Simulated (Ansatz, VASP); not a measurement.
Pt: VASP beside Ansatz

```
CELL_PARAMETERS angstrom
0.00000 1.96524 1.96524
1.95790 0.00734 1.95790
1.95790 1.95790 0.00734
ATOMIC_POSITIONS crystal
Pt 0.00000 0.00000 0.00000
```

Change from the starting cell: strain +0.0075 x Voigt [0, 0, 0, 1, 0, 0], atoms carried along.

Alike in both runs: task single point; functional PBE; k mesh 10 × 10 × 10; occupations gaussian, width 0.15 eV; no spin polarisation.

|  | VASP | Ansatz |
| --- | --- | --- |
| version | VASP 6.6.1 | Ansatz 0.2.0 |
| potentials or method | VASP PAW PBE potentials, release 64 (Pt) | scalar-relativistic, plane waves, PAW |
| plane-wave cutoff (eV) | 520 | 420 |
| valence electrons in the cell | 10 | 18 |

```tsv
	VASP	Ansatz	Ansatz less VASP
gap on the k mesh at the Fermi level (eV)	none	none	-
pressure (GPa)	11.2	11.8	+0.54
largest component of the traceless stress (GPa)	0.68	0.68	-0.002
```

A gap of «none» marks a metal or a gap that the smearing closes. The two sets of potentials don't hold the same shells in valence.

The runs have no spin-orbit coupling, so splittings on Pt are missing.
